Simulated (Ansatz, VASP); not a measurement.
## Two plane-wave programs on Mg

```
Mg
1.0
     3.17683    0.00000    0.00000
    -1.58841    2.75121    0.00000
     0.00000    0.00000   10.31886
Mg
4
Cartesian
  1.5884 0.9171 7.7391
  0.0000 0.0000 5.1594
  0.0000 1.8341 2.5797
  0.0000 0.0000 0.0000
```

Alike in both runs: task single point; functional PBE; k mesh 10 × 10 × 3; occupations fermi-dirac, width 0.05 eV; no spin polarisation.

|  | VASP | Ansatz |
| --- | --- | --- |
| version | VASP 6.6.1 | Ansatz 0.2.0 |
| potentials or method | VASP PAW PBE potentials, release 64 (Mg) | Ansatz PAW |
| plane-wave cutoff (eV) | 520 | 420 |
| valence electrons in the cell | 8 | 40 |

Ansatz gave:

- gap on the k mesh at the Fermi level (eV): none
- pressure (GPa): 0.9
- largest component of the traceless stress (GPa): 0.59

Q: What did VASP give for the same quantities?

A: gap on the k mesh at the Fermi level (eV): none; pressure (GPa): 0.8; largest component of the traceless stress (GPa): 0.59.

A gap of «none» marks a metal or a gap that the smearing closes. With one functional, cell and mesh, what is left measures potentials, basis and numerics. The two sets of potentials don't hold the same shells in valence.
